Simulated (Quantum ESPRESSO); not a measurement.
The system is SiC (Moissanite).

```
CELL_PARAMETERS angstrom
3.07600 0.00000 0.00000
-1.53800 2.66389 0.00000
0.00000 0.00000 5.04800
ATOMIC_POSITIONS crystal
Si 0.66667 0.33333 0.50000
Si 0.33333 0.66667 0.00000
C 0.66667 0.33333 0.88500
C 0.33333 0.66667 0.38500
```

Base run:

| Item | Value |
| --- | --- |
| Program | Quantum ESPRESSO 7.5 |
| Functional | PW86PBE |
| Potentials or basis | PseudoDojo 0.4.1 SR PBE standard |
| Cutoff | 1116 eV |
| Density cutoff | 4463 eV |
| k mesh | 10 × 10 × 5 |
| Occupations | fermi-dirac, width 0.05 eV |
| Spin | no spin polarisation |

Its results: band gap on the k mesh 2.70 eV, indirect (least direct gap 4.25 eV); pressure 8.1 GPa; largest force 0.766 eV/Å.

**Question.** The run is repeated on the same cell with these changes: functional from PW86PBE to PBE. What comes out?

**Answer.** Band gap on the k mesh 2.49 eV, indirect (least direct gap 4.09 eV); pressure 3.7 GPa; largest force 0.760 eV/Å.

Caveats: the mesh misses the band edges, which the band path finds closer together; the potentials were made for another functional, which shifts forces and pressure (some runs).

Not every run made on this cell is shown here.
